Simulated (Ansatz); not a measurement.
## Ge4N3: competing structures

Theory: DFT PBE, scalar-relativistic, plane waves, PAW (Ansatz 0.2.0). All cells share a 420 eV cutoff and Γ-centred k meshes spaced at most about 0.3 Å⁻¹ (about 0.25 or finer for metals, 2π included). No spin polarisation.

Energies over the elements count from the elements' standard structures at the same level (N₂ as a molecule), with no fitted energy shifts.

All energies are static (0 K, no zero-point motion). Larger cells and other orderings weren't all tried, so the list isn't exhaustive. No dispersion correction is applied, so the spacing and binding between layers, chains or molecules are poorly described (R3m, I-42m), and this can change margins and order among such cells. In R3m, P-43m, I-42m an odd number of electrons in the primitive cell allows no gap without spin; a larger cell or a magnetic state could open one.

Invented guesses were relaxed alike, and ends that match in structure were merged. ΔE counts from the first row. Coordination counts N atoms around Ge (those within 1.25 times the shortest such distance or 1.15 times the sum of covalent radii, 1.27 where that leaves under three; a slash parts the counts of unlike sites). The ends were matched against large subsets of the Crystallography Open Database and the Materials Project, so a missing match doesn't prove that a structure is unreported.

| # | reached from | type and space group | atoms | Å³/atom | coordination | ΔE (meV/atom) | gap on mesh (eV) | in databases |
| --- | --- | --- | --- | --- | --- | --- | --- | --- |
| 1 | Al4C3 type (R3m) | R3m (No. 160) | 7 | 16.3 | Ge 1/3/4 | 0 | 0.00 | no match |
| 2 | Si3As4 type (P-43m) | P-43m (No. 215) | 7 | 13.3 | Ge 3 | 153 | 0.00 | no match |
| 3 | random cell | I-42m (No. 121) | 7 | 16.3 | Ge 3 | 334 | 0.00 | no match |

The lowest: Space group R3m (No. 160), trigonal, a = 3.077 Å, c = 41.684 Å. Ge on its first site has 4 N at 1.88–1.89 Å; around Ge on its second site lie 3 N at 2.06 Å; Ge on its third site has 1 N at 1.93 Å; around Ge on its fourth site lie 3 N at 2.04 Å; N on its first site has 1 Ge at 1.89 Å and 3 Ge at 2.06 Å; 2 more sites not described. Its energy over the elements is +0.18 eV/atom. A positive value: parting into the elements would lower its energy. An observed structure of this formula, if there is one, may be missing.

```
Ge N
1.0
     1.53843    0.88821   13.89460
    -1.53843    0.88821   13.89460
     0.00000   -1.77642   13.89460
Ge N
4 3
Direct
  0.71455 0.71455 0.71455
  0.11825 0.11825 0.11825
  0.27386 0.27386 0.27386
  0.86995 0.86995 0.86995
  0.75989 0.75989 0.75989
  0.22747 0.22747 0.22747
  0.03303 0.03303 0.03303
```

The second: Space group P-43m (No. 215), cubic, a = 4.534 Å. Around Ge lie 3 N at 2.05 Å; around N lie 4 Ge at 2.05 Å. Counting N atoms around Ge, the first has Ge 1/3/4 and the second has Ge 3. Cells relaxed within their symmetry can be saddle points. Some candidate types were left out of the draw beforehand, so a known form may be missing.
